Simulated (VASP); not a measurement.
Input of a VASP 6.6.1 run:

Contents of INCAR:

```
SYSTEM = Ag
ALGO = Normal ; EDIFF = 1E-7
EDIFFG = -0.005 ; ENCUT = 300
GGA = PS ; IBRION = 2
ISIF = 3 ; ISMEAR = 0
LASPH = .True. ; LCHARG = .False.
LREAL = .False. ; LWAVE = .False.
NELM = 100 ; NSW = 90
PREC = Accurate ; SIGMA = 0.1
```

The input KPOINTS:

```
k-points
0
Gamma
  18 18 18
  0 0 0
```

File POSCAR:

```
Ag
1.0
    0.0000000000      2.0675000000      2.0675000000
    2.0675000000      0.0000000000      2.0675000000
    2.0675000000      2.0675000000      0.0000000000
Ag
1
Direct
    0.0000000000      0.0000000000      0.0000000000
```

Potentials or basis: VASP PAW PBE potentials, release 64 (Ag).

The run is started by

```sh
$ cat potpaw_PBE.64/Ag/POTCAR > POTCAR
$ mpirun -np 1 vasp_std > vasp.out
```

Predict the band gap on the k mesh.

none (metal or under the smearing width).

What does it give for the relaxed cell?

a = 2.861 Å, b = 2.861 Å, c = 2.861 Å, α = 60.00°, β = 60.00°, γ = 60.00°.

Estimate the space group after relaxing (to 0.05 Å).

Fm-3m (No. 225).

Estimate the relaxed volume.

16.57 Å³/atom.

The path:
```
step  energy change (eV)  largest force (eV/Å)  pressure (GPa)  volume (Å³)
   1              0.0000                0.0000           -6.25        17.68
   2             -0.0149                0.0000            4.78        15.97
   3             -0.0234                0.0000           -0.02        16.57
```

Caveat: the cutoff is under 1.25 times the usual one of these potentials, so pressure, stress and relaxed cells hold a basis-set (Pulay) error; the PAW data sets were made with another functional, which shifts forces and pressure a little.
